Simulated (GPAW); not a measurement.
The system is Cu.

```
Cu
1.0
     0.00000    1.80750    1.80750
     1.80750    0.00000    1.80750
     1.80750    1.80750    0.00000
Cu
1
Direct
  0.00000 0.00000 0.00000
```

```yaml
Program: GPAW 26.7.0
Task: single point
Functional: PBEsol
Potentials_or_basis: PAW data sets generated in the run's folder for this functional
Cutoff: 600 eV
Basis: pw
k_mesh: 13 × 13 × 13
Occupations: fermi-dirac, width 0.05 eV
Spin: no spin polarisation
```

On this cell: pressure -4.7 GPa; band gap on the k mesh none (metal or under the smearing width).

The same run follows on a disturbed copy (cell strained at random at fixed volume):

```xyz
1
Lattice="-0.0086 1.7958 1.8017 1.8230 -0.0241 1.8172 1.7953 1.7836 0.0036" Properties=species:S:1:pos:R:3 pbc="T T T"
Cu    0.0083    0.0555   -0.0414
```

Question: What does the disturbed cell give?

Answer: The energy (extrapolated to zero smearing) moves by +1.5 meV/atom; pressure -4.7 GPa; band gap on the k mesh none (metal or under the smearing width).

Stress tensor (GPa, compression positive):
```
-4.74  1.54 -0.76
 1.54 -4.43  0.54
-0.76  0.54 -4.85
```

Caveats: with this Cu data set, volumes or pressures lay over 1.5 % or 2 GPa off other programs in two to four cells of ten.
